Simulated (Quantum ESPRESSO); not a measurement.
# K in Quantum ESPRESSO: the effect of functional

K:

```
K
1.0
    -2.69756    2.69756    2.69756
     2.69756   -2.69756    2.69756
     2.69756    2.69756   -2.69756
K
1
Direct
  0.00000 0.00000 0.00000
```

Alike in all runs:

| Quantity | Value |
| --- | --- |
| Program | Quantum ESPRESSO 7.5 |
| Task | phonon dispersion |
| k mesh | 8 × 8 × 8 |
| Occupations | cold, width 0.2 eV |
| Spin | no spin polarisation |

Each run relaxes the cell or the atoms first.

| functional | potentials or basis | cutoff | relaxed volume (Å³/atom) | highest phonon frequency (cm⁻¹) |
| --- | --- | --- | --- | --- |
| LDA | PseudoDojo 0.4.1 SR LDA standard | 980 eV | 64.32 | 84 |
| PBE | PseudoDojo 0.4.1 SR PBE standard | 1007 eV | ? | ? |
| PBEsol | PseudoDojo 0.4.1 SR PBEsol standard | 1007 eV | 71.09 | 77 |

**Question.** What does the run with functional PBE give?

**Answer.** Relaxed volume 73.90 Å³/atom; highest phonon frequency 76 cm⁻¹.

Caveats: the volume moved by over 15 % at a fixed basis, so the end points are rough (some runs).
